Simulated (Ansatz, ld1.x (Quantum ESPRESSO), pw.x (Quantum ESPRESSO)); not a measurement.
# V: does the TM potential hold in the solid?

```json
{
 "Element": "V (Z = 23)",
 "Generator": "ld1.x (Quantum ESPRESSO) 7.5",
 "Type": "norm-conserving Troullier–Martins (Kleinman–Bylander form)",
 "Functional": "PBEsol",
 "Relativity": "scalar-relativistic",
 "Frozen core": "[Ar]",
 "Valence charge": "5",
 "Reference configuration": "3d3 4s2 4p0",
 "Partial waves": "4s (bound): rc 2.80 bohr; 4p (bound, empty): rc 3.35 bohr; 3d (bound): rc 1.90 bohr",
 "Local potential": "all-electron potential smoothed inside 1.85 bohr (lloc = -2)",
 "Core correction": "none"
}
```

Crystal test: fcc V in pw.x 7.5, no spin, 15³ k-points, Fermi–Dirac smearing 0.01 Ry, cutoffs 85/340 Ry. The reference is all-electron LAPW (Ansatz 0.2.0) with the same functional, mesh and smearing; V0 and B0 come from Birch–Murnaghan fits to the pressures at five volumes. Errors are pseudo minus all-electron; Δ is the rms difference of the E(V) curves that follow from these fits, minima aligned, over ±6 % about the mean V0. Mesh and smearing are coarse, so the numbers serve the comparison and aren't converged zero-temperature values; the lattice is a test structure that the element need not adopt.

All-electron: a0 = 3.773 Å (V0 = 13.42 Å³/atom), B0 = 187.5 GPa.

Question: How far does the potential miss the all-electron equation of state?

Answer: mean pressure error (GPa): -0.11; a0 (Å): 3.772; a0 error (%): -0.02; B0 error (%): -4.8; Δ (meV/atom): 0.7. The largest radius (3.35 bohr) exceeds half the bond length (2.52 bohr), so the spheres overlap, which is one possible source of error among others. The logarithmic derivative shows an extra or strongly shifted pseudo pole above the reference energy (s near 1.12 Ry).

```
V (Å³/atom)  P all-electron (GPa)  P pseudo (GPa)
     12.769                 10.32            9.70
     13.105                  4.72            4.40
     13.441                 -0.24           -0.31
     13.777                 -4.64           -4.49
     14.113                 -8.53           -8.20
```

Question: At the middle volume, how do free energy and pressure move when the wave cutoff is lowered (ecutrho kept at four times it)?

Answer:

| cutoff (Ry) | shift of F (meV/atom) | shift of P (GPa) |
| --- | --- | --- |
| 38 | +5232.2 | -202.98 |
| 51 | +622.6 | -46.44 |
| 68 | +12.3 | -1.95 |

The run at the middle volume (120 k-points, 8 iterations) took about 15 s on one core of a shared host (Neoverse-V1, 32 threads, 247 GiB, load 12).
